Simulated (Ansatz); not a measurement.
# BN (F-43m) under several functionals

**Measured values to compare with.**

From “Equation of state of cubic boron nitride at high pressures and temperatures”, 2007, arxiv:cond-mat/0702656, for a bulk crystal of BN at 295 K: lattice constant a 3.6152 ± 0.0002 Å.

Plane-wave DFT in Ansatz with scalar-relativistic PAW potentials. The same structure was relaxed (cell and atoms, symmetry kept) in separate runs at each level. No spin polarisation.

| level | cutoff (eV) | k mesh | V (Å³/atom) | a (Å) | gap (eV) | B0 (GPa) |
| --- | --- | --- | --- | --- | --- | --- |
| LDA | 420 | 12×12×12 | 5.738 | 3.581 | 4.39 | – |
| PBEsol | 420 | 12×12×12 | 5.860 | 3.606 | 4.30 | – |
| r2SCAN | 500 | 12×12×12 | 5.879 | 3.610 | 5.00 | 392 |
| PBE | 420 | 12×12×12 | 5.953 | 3.625 | 4.46 | 371 |

Question: Where does PBE+D3(BJ) (420 eV, k mesh 12×12×12) fall?

Answer: V (Å³/atom) 5.864, a (Å) 3.607, gap (eV) 4.48. Its volume is between those of PBEsol and r2SCAN. The usual order of volumes, LDA < PBEsol < PBE, holds here (5.738, 5.860, 5.953 Å³/atom). As a rule LDA overbinds; PBEsol, built on the gradient expansion of slowly varying densities, lies between LDA and PBE; PBE's stronger gradient term for exchange weakens bonds. Adding D3 to PBE changes the volume by -1.5 %; the term is attractive, so it pulls cells in. r2SCAN lies 1.2 % under PBE in volume. B0 goes from 391.8 to 371.0 GPa as the volume grows by 1.3 %; on one curve with B' = 3.7 the volume alone, B ∝ V^(−B'), would give 374.2 GPa, and the rest of the difference is the functional's own stiffness. Each gap belongs to its own cell, so it mixes the functional's effect with that of the volume; gaps are the least found on the k mesh or on a band path.

For PBE: A measured lattice constant a of BN is 3.6152 Å (295 K; “Equation of state of cubic boron nitride at high pressures and temperatures”, 2007, arxiv:cond-mat/0702656); the calculated 3.625 Å misses it by +0.3 %. 2 values of this kind are on record in papers (3.6152 to 3.616 Å); this one was drawn at random among those near their median, those with a stated uncertainty first. The calculations are for 0 K without zero-point motion.